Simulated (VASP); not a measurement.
Wanted: the native input for a VASP 6.6.1 run.

```
Task                   : single point
Functional             : PBE
Potentials or basis    : VASP PAW PBE potentials, release 64 (Cs_sv, Br)
Cutoff                 : 520 eV
k mesh                 : 1 × 1 × 1
Occupations            : fermi-dirac, width 0.0388 eV
Spin                   : no spin polarisation
Dipole correction      : no
Further INCAR settings : LREAL = Auto; ALGO = Normal; EDIFF = 1e-07; NBANDS = 78
```

The structure of CsBr lies in POSCAR:

```
CsBr
1.0
    0.0000000000      8.6004786145      0.0000000000
    0.0000000000      0.0000000000      8.6004786145
    8.6004786145      0.0000000000      0.0000000000
Cs Br
8 8
Direct
   -0.0431069033     -0.0018093179      0.0095414457
   -0.0169728926      0.5207053236      0.0278177542
    0.4743560426      0.0109988065     -0.0371351426
    0.4687214725      0.5000743787     -0.0028646080
   -0.0240295929      0.0276802037      0.5609916862
   -0.0084601106      0.4667396060      0.4990114146
    0.4806906901     -0.0094019186      0.4561279873
    0.4992111710      0.4998372989      0.4934381202
    0.2094610173      0.2172458166      0.2316276907
    0.2192709365      0.7185632657      0.2952463594
    0.6765172336      0.2505494283      0.2256747661
    0.7367910885      0.7424635635      0.2315833908
    0.3055590413      0.2452303057      0.6890836273
    0.2230331690      0.7289971037      0.8027095130
    0.7654879798      0.2791439997      0.7968425139
    0.7159041114      0.7549846109      0.7078916503
```

The input as run:

INCAR

```
  PREC = Accurate
  ENCUT = 520
  EDIFF = 1E-7
  ISMEAR = -1
  SIGMA = 0.0388
  LREAL = Auto
  LASPH = True
  NELM = 100
  ALGO = Normal
  ISIF = 2
  LWAVE = False
  LCHARG = False
  GGA = PE
  NBANDS = 78
```

KPOINTS

```
Automatic mesh
0
Gamma
  1 1 1
```

Potentials or basis: VASP PAW PBE potentials, release 64 (Cs_sv, Br).

Run with:

```console
$ cat potpaw_PBE.64/Cs_sv/POTCAR potpaw_PBE.64/Br/POTCAR > POTCAR
$ mpirun -np 1 vasp_gam > vasp.out
```

Results of the run:

The pressure is 2.7 GPa, the largest force is 0.685 eV/Å and the band gap on the k mesh is 4.34 eV, direct.

Caveat: the k mesh is coarse (spacing up to 0.73 Å⁻¹), so the values aren't converged; spin-orbit coupling is left out, which moves the levels of the heavy elements; an odd mesh through Γ misses points on the zone boundary, where band edges often lie.

Wall time 73 s on 1 thread of Intel(R) Xeon(R) 6975P-C (Granite Rapids), with other jobs on the host, peak memory 0.5 GiB.
